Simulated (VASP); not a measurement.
# Tl (Im-3m) in VASP: notebook, part 2 of 2

VASP 6.6.1.

### 3 Single point, PBEsol

INCAR

```
PREC = Accurate
ENCUT = 520
EDIFF = 1E-6
ISMEAR = 0
SIGMA = 0.02
LREAL = False
LASPH = True
NELM = 80
ALGO = Fast
ISIF = 2
LWAVE = False
LCHARG = True
GGA = PS
LELF = True
LVHAR = True
NBANDS = 12
```

KPOINTS

```
regular mesh
0
Gamma
  10 10 10
```

POSCAR

```
Tl
3.3879
   -0.577347375513      0.577347375513      0.577347375513
    0.577347375513     -0.577347375513      0.577347375513
    0.577347375513      0.577347375513     -0.577347375513
Tl
1
Direct
    0.0000000000      0.0000000000      0.0000000000
```

Potentials or basis: VASP PAW PBE potentials, release 64 (Tl_d).

The run is started by

```
> cat potpaw_PBE.64/Tl_d/POTCAR > POTCAR
> mpirun -np 1 vasp_std > vasp.out
```

OUTCAR:

```text
PREC = Accurate
   ENCUT = 520
   EDIFF = 1E-6
   ISMEAR = 0
   LREAL = False
   LASPH = True
   NELM = 80
   ISIF = 2
   GGA = PS

 ion  position               nearest neighbor table
   1  0.000  0.000  0.000-

  LATTYP: Found a body centered cubic cell.
 ALAT       =     3.9119903470

  Lattice vectors:

 A1 = (  -1.9559951735,   1.9559951735,   1.9559951735)
 A2 = (   1.9559951735,  -1.9559951735,   1.9559951735)
 A3 = (   1.9559951735,   1.9559951735,  -1.9559951735)

Analysis of symmetry for initial positions (statically):
=====================================================================
 Subroutine PRICEL returns:
 Original cell was already a primitive cell.

 Routine SETGRP: Setting up the symmetry group for a
 body centered cubic supercell.

 Subroutine GETGRP returns: Found 48 space group operations
 (whereof 48 operations were pure point group operations)
 out of a pool of 48 trial point group operations.

The static configuration has the point symmetry O_h .

Analysis of symmetry for dynamics (positions and initial velocities):
=====================================================================
 Subroutine PRICEL returns:
 Original cell was already a primitive cell.

 Routine SETGRP: Setting up the symmetry group for a
 body centered cubic supercell.

 Subroutine GETGRP returns: Found 48 space group operations
 (whereof 48 operations were pure point group operations)
 out of a pool of 48 trial point group operations.

The dynamic configuration has the point symmetry O_h .

 Subroutine INISYM returns: Found 48 space group operations
 (whereof 48 operations are pure point group operations),
 and found     1 'primitive' translations

----------------------------------------------------------------------------------------

[... 138 lines left out ...]
   LHFCALC =     F    Hartree Fock is set to
   AEXX    =    0.0000 exact exchange contribution
   IVDW    =     0    specifies the selected vdW correction
   LEPSILON=     F    determine dielectric tensor
   LRPA    =     F    only Hartree local field effects (RPA)
 non-spin polarized calculation
 RMM-DIIS sequential band-by-band and
 Gauss-broadening in eV      SIGMA  =   0.02
  energy-cutoff  :      520.00
  volume of cell :       29.93
 maximum number of plane-waves:       818
 NGX is ok and might be reduce to    28
   NGX = 13   NGY = 13   NGZ = 13

 number of electron      13.0000004 magnetization

 Free energy of the ion-electron system (eV)
  ---------------------------------------------------
  ext. energy  EPLUGINS =         0.00000000
  ---------------------------------------------------
  free energy    TOTEN  =        -2.62807138 eV

  energy without entropy =       -2.62773053  energy(sigma->0) =       -2.62790096

 E-fermi :   5.7961     XC(G=0): -10.1422

 val. band max:        5.7899279980   @ k =  -0.4000   0.4000   0.2000
 cond. band min:       6.0124889585   @ k =  -0.4000  -0.4000   0.2000
 fundamental gap:      0.2225609605
 Fermi energy:         5.7960896845

 k-point     1 :       0.0000    0.0000    0.0000
  band No.  band energies     occupation
      1      -5.6317      2.00000
      2      -5.6317      2.00000
      3      -5.6317      2.00000
      4      -5.2411      2.00000
      5      -5.2411      2.00000
      6      -3.8435      2.00000
      7      16.2757      0.00000
      8      16.2757      0.00000
      9      16.2757      0.00000
     10      18.1232      0.00000
     11      18.1232      0.00000
     12      18.1232      0.00000
[... 571 lines left out ...]
 k-point    40 :      -0.4000   -0.4000    0.2000
  band No.  band energies     occupation
      1      -5.6070      2.00000
      2      -5.6070      2.00000
      3      -5.4925      2.00000
      4      -5.1129      2.00000
      5      -5.1129      2.00000
      6       2.1767      2.00000
      7       6.0125      0.00000
      8       6.0125      0.00000
      9      12.2361      0.00000
     10      15.4538      0.00000
     11      15.4538      0.00000
     12      18.9506      0.00000

 [... further k-points ...]

------------------------ aborting loop because EDIFF is reached ----------------------------------------

  FORCE on cell =-STRESS in cart. coord.  units (eV):
  Direction    XX          YY          ZZ          XY          YZ          ZX
  --------------------------------------------------------------------------------------
  -------------------------------------------------------------------------------------
  Total       -0.3026857     -0.3026857     -0.3026857      0.0000000     -0.0000000     -0.0000000
  in kB      -16.2009032    -16.2009032    -16.2009032      0.0000000     -0.0000000     -0.0000000
  external PRESSURE =     -16.2009032 kB  Pullay stress =       0.0000000 kB

 VOLUME and BASIS-vectors are now :
 -----------------------------------------------------------------------------
  energy-cutoff  :      520.00
  volume of cell :       29.93
      direct lattice vectors                 reciprocal lattice vectors
    -1.955995174  1.955995174  1.955995174     0.000000000  0.255624353  0.255624353
     1.955995174 -1.955995174  1.955995174     0.255624353  0.000000000  0.255624353
     1.955995174  1.955995174 -1.955995174     0.255624353  0.255624353  0.000000000

 POSITION                                       TOTAL-FORCE (eV/Angst)
 -----------------------------------------------------------------------------------
      0.00000      0.00000      0.00000         0.000000     -0.000000     -0.000000
 -----------------------------------------------------------------------------------
    total drift:                               -0.000000     -0.000000     -0.000000

  FREE ENERGIE OF THE ION-ELECTRON SYSTEM (eV)
  ---------------------------------------------------
  free  energy   TOTEN  =        -2.6280713808 eV

  energy  without entropy=       -2.6277305317  energy(sigma->0) =       -2.62790096
```

It took 13 s on 1 thread of Intel Xeon Platinum 8488C (Sapphire Rapids), shared host; peak memory 0.15 GiB.

Results:

```
Free energy            : -2.6281 eV
Pressure               : -1.6 GPa
Band gap on the k mesh : none (metal or under the smearing width)
```

Caveat: the PAW data sets were made with another functional, which shifts forces and pressure a little. The run has no spin-orbit coupling, so splittings on Tl are missing.

### 4 Single point, PBEsol

run.py

```python
from ase.calculators.vasp import Vasp
from ase.dft.bandgap import bandgap
from ase.io import read

atoms = read('Tl.cif')
calc = Vasp(
    directory='calc',
    xc='pbesol',
    pp='PBE',
    setups='materialsproject',
    prec='Accurate',
    encut=520,
    ediff=1e-06,
    ismear=0,
    sigma=0.02,
    lreal=False,
    lasph=True,
    nelm=80,
    algo='Normal',
    isif=2,
    lwave=False,
    lcharg=True,
    lelf=True,
    lvhar=True,
    kpts=[10, 10, 10],
    gamma=True,
    nbands=12,
)
atoms.calc = calc

print('energy (eV):', atoms.get_potential_energy())
print('free energy (eV):', atoms.get_potential_energy(force_consistent=True))
print('forces (eV/A):')
print(atoms.get_forces())
print('stress (eV/A^3, Voigt):', atoms.get_stress())
print('Fermi level (eV):', calc.get_fermi_level())
gap, top, bottom = bandgap(calc)
print('band gap (eV):', gap, 'from (spin, k, band)', top, 'to', bottom)
```

Tl.cif

```cif
data_Tl
_cell_length_a 3.38788302
_cell_length_b 3.38788302
_cell_length_c 3.38788302
_cell_angle_alpha 109.47122063
_cell_angle_beta 109.47122063
_cell_angle_gamma 109.47122063
_space_group_name_H-M_alt 'P1'
_space_group_name_Hall 'P 1'
_space_group_IT_number 1
loop_
_space_group_symop_operation_xyz
'x,y,z'
loop_
_atom_site_label
_atom_site_type_symbol
_atom_site_symmetry_multiplicity
_atom_site_Wyckoff_symbol
_atom_site_fract_x
_atom_site_fract_y
_atom_site_fract_z
_atom_site_occupancy
Tl1 Tl 1 a 0.0000000000 0.0000000000 0.0000000000 1
```

Potentials or basis: VASP PAW PBE potentials, release 64 (Tl_d).

The run is started by

```
> python run.py
```

The log of the run:

```text
energy (eV): -2.62790085
free energy (eV): -2.6280713
forces (eV/A):
[[-0.  0.  0.]]
stress (eV/A^3, Voigt): [0.01020177 0.01020177 0.01020177 0.         0.         0.        ]
Fermi level (eV): 5.79609676
band gap (eV): 0.0 from (spin, k, band) (None, None, None) to (None, None, None)
```

OUTCAR:

```text
ENCUT = 520.000000
   EDIFF = 1.00e-06
   GGA = PS
   PREC = Accurate
   ISIF = 2
   ISMEAR = 0
   NELM = 80
[... 840 lines left out ...]
 -----------------------------------------------------------------------------------
      0.00000      0.00000      0.00000        -0.000000      0.000000      0.000000
 -----------------------------------------------------------------------------------
    total drift:                               -0.000000      0.000000     -0.000000

  FREE ENERGIE OF THE ION-ELECTRON SYSTEM (eV)
  ---------------------------------------------------
  free  energy   TOTEN  =        -2.6280713012 eV

  energy  without entropy=       -2.6277303904  energy(sigma->0) =       -2.62790085
```

INCAR:

```text
ENCUT = 520.000000
SIGMA = 0.020000
EDIFF = 1.00e-06
ALGO = Normal
GGA = PS
PREC = Accurate
ISIF = 2
ISMEAR = 0
NBANDS = 12
NELM = 80
LASPH = .TRUE.
LCHARG = .TRUE.
LELF = .TRUE.
LVHAR = .TRUE.
LWAVE = .FALSE.
LREAL = .FALSE.
```

It took 17 s on 1 thread of Intel Xeon Platinum 8488C (Sapphire Rapids), shared host; peak memory 0.15 GiB.

What came out:

| Item | Value |
| --- | --- |
| Free energy | -2.6281 eV |
| Pressure | -1.6 GPa |
| Band gap on the k mesh | none (metal or under the smearing width) |

Caveat: the PAW data sets were made with another functional, which shifts forces and pressure a little.

### 5 The reference run

An earlier run on the cell as given: functional PBE; potentials or basis VASP PAW PBE potentials, release 64 (Tl_d); cutoff 520 eV; k mesh 10 × 10 × 10; occupations fermi-dirac, width 0.05 eV; no spin polarisation.

- Pressure: 1.3 GPa
- Band gap on the k mesh: none (metal or under the smearing width)

### 6 Overview

| task | level | potentials or basis | cell | k mesh | smearing | gap on the mesh (eV) | pressure (GPa) |
| --- | --- | --- | --- | --- | --- | --- | --- |
| relaxation of the atoms | BLYP+D3(BJ) | VASP PAW PBE potentials, release 54 (Tl_d) | atoms relaxed from: cell strained at random at fixed volume | 10 × 10 × 9 | methfessel-paxton 0.1 eV | none | 0.4 |
| single point | PBEsol | VASP PAW PBE potentials, release 64 (Tl_d) | as given | 10 × 10 × 10 | gaussian 0.02 eV | none | -1.6 |
| single point | PBE | VASP PAW PBE potentials, release 64 (Tl_d) | as given | 10 × 10 × 10 | fermi-dirac 0.05 eV | none | 1.3 |

Alike in all rows: no spin polarisation; cutoff (eV) 520.

Caveats: the PAW data sets were made with another functional, which shifts forces and pressure a little (some runs); the relaxation stopped at its first step, so nothing moved (some runs); pairwise dispersion overbinds metals, which lowers pressure and volume (some runs).

Absolute energies hang on the potentials; compare differences alone.
